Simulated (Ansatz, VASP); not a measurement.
# Two plane-wave programs on Pb

```xyz
4
Lattice="3.4800 0.0000 0.0000 -1.7400 3.0138 0.0000 0.0000 0.0000 23.3850" Properties=species:S:1:pos:R:3 pbc="T T T"
Pb    1.7400    1.0046    7.5000
Pb    0.0000    2.0092   10.2950
Pb    1.7400    1.0046   13.0900
Pb    0.0000    2.0092   15.8850
```

Alike in both runs: task single point; functional PBE; k mesh 9 × 9 × 1; occupations fermi-dirac, width 0.05 eV; no spin polarisation.

|  | VASP | Ansatz |
| --- | --- | --- |
| version | VASP 6.6.1 | Ansatz 0.2.0 |
| potentials or method | VASP PAW PBE potentials, release 64 (Pb_d) | Ansatz PAW |
| plane-wave cutoff (eV) | 520 | 420 |
| valence electrons in the cell | 56 | 56 |

|  | VASP | Ansatz | Ansatz less VASP |
| --- | --- | --- | --- |
| gap on the k mesh at the Fermi level (eV) | none | none | - |
| rms of the force components (eV/Å) | 0.167 | 0.167 | +0.0004 |
| work function, face that differs most (eV) | 3.71 | 3.80 | +0.095 |

Atom by atom the forces differ by 0.000 eV/Å (rms over components). A gap of «none» marks a metal or a gap that the smearing closes. With one functional, cell and mesh, what is left measures potentials, basis and numerics.

The runs have no spin-orbit coupling, so splittings on Pb are missing.
